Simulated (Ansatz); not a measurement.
Crystal: Sn.

```
Sn
1.0
     0.00000    3.23334    3.23334
     3.23334    0.00000    3.23334
     3.23334    3.23334    0.00000
Sn
2
Direct
  0.75000 0.75000 0.75000
  0.50000 0.50000 0.50000
```

This isn't the form of Sn at room conditions, which is tetragonal (white tin).

```yaml
Program: Ansatz 0.2.0
Task: relaxation of cell and atoms
Functional: RPBE
Dispersion: D3(BJ)
Potentials_or_basis: Ansatz PAW
Cutoff: "420 eV (not typed: the program's choice for these potentials)"
k_mesh: 7 × 7 × 7
Occupations: fermi-dirac, width 0.05 eV
Spin: no spin polarisation
```

At the start: volume 33.80 Å³/atom.

Task: Where does the relaxation end?

Result: It ends after 5 steps and the volume is 31.77 Å³/atom (-6.0 %); space group Fd-3m (No. 227, to 0.05 Å).

Step by step:
```csv
step,energy change (eV),largest force (eV/Å),volume (Å³)
1,0.0000,0.0000,67.61
2,-0.0212,0.0000,60.92
3,-0.0396,0.0000,63.81
4,-0.0398,0.0000,63.54
5,-0.0389,0.0000,63.54
```

Final structure:
```xyz
2
Lattice="0.0000 3.1673 3.1673 3.1673 0.0000 3.1673 3.1673 3.1673 0.0000" Properties=species:S:1:pos:R:3 pbc="T T T"
Sn    4.7509    4.7509    4.7509
Sn    3.1673    3.1673    3.1673
```

Caveat: the plane-wave basis is chosen anew once the cell has moved, so the energies of steps on either side of that aren't comparable; the PAW data sets come from PBE, with cores solved anew for the run's functional, which leaves a small shift of forces and pressure.
